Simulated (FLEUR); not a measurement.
W: equation of state with r2SCAN

The system is W.

```xyz
1
Lattice="0.0000 2.0300 2.0300 2.0300 0.0000 2.0300 2.0300 2.0300 0.0000" Properties=species:S:1:pos:R:3 pbc="T T T"
W     0.0000    0.0000    0.0000
```

This isn't the form of W at room conditions, which is bcc.

```
Program                  : FLEUR MaX-R8.1 (later development tree)
Task                     : equation of state
Functional               : r2SCAN
Potentials or basis      : all-electron
Basis                    : FLAPW
Kmax                     : 4.1 1/bohr
k mesh                   : 11 × 11 × 11
Occupations              : fermi-dirac, width 0.05 eV
Spin                     : no spin polarisation
Gmax                     : 12.7 1/bohr
Muffin-tin radii         : W 2.46 bohr
lmax                     : W 10
lnonsphr                 : W 10
Local orbitals a species : W 4
```

```
Equilibrium volume : 16.18 Å³/atom
Bulk modulus       : 303 GPa
```

Energy against volume, from the lowest point:
```csv
volume (Å³/atom),energy (meV/atom)
15.727,12.05
16.062,0.00
16.731,15.71
17.400,74.85
17.735,118.17
```

Caveat: the meta-GGA is that of a development version, with a GGA for the radial functions and cores and without core tails. The run has no spin-orbit coupling, so splittings on W are missing.
